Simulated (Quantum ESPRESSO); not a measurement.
## Sn under changes of volume

One of the cells (27.353 Å³/atom); the others are scaled copies at fixed shape and fractional positions:

```xyz
1
Lattice="-2.0292 2.0292 1.6608 2.0292 -2.0292 1.6608 2.0292 2.0292 -1.6608" Properties=species:S:1:pos:R:3 pbc="T T T"
Sn    0.0000    0.0000    0.0000
```

This isn't the form of Sn at room conditions, which is tetragonal (white tin).

| Property | Result |
| --- | --- |
| Program | Quantum ESPRESSO 7.5 |
| Functional | PBEsol |
| Potentials or basis | GBRV 1.5 PBEsol |
| Cutoff | 925 eV |
| Density cutoff | 7401 eV |
| k mesh | 10 × 10 × 10 |
| Occupations | fermi-dirac, width 0.05 eV |
| Spin | no spin polarisation |

```tsv
volume (Å³/atom)	energy over the lowest point (meV/atom)	pressure (GPa)
25.712	?	?
26.259	0.00	-0.1
26.806	1.82	-1.2
27.353	7.07	-2.2
27.901	15.35	-3.0
28.448	26.31	-3.8
28.995	39.67	-4.4
```

Q: What does the run at 25.712 Å³/atom give?

A: Energy over the lowest point 2.17 meV/atom; pressure 1.1 GPa.

Worked out: A Birch-Murnaghan fit of order 3 (a polynomial in V^(-2/3)) to the other rows has its minimum at 26.26 Å³/atom with B0 = V·E''(V) = 54 GPa and B' = 4.7 at fixed shape and positions, which overstates the stiffness. It gives 2.01 meV/atom at 25.712 Å³/atom, against the run's 2.17, and -dE/dV = 1.2 GPa, against 1.1.

Energies are extrapolated to zero smearing.
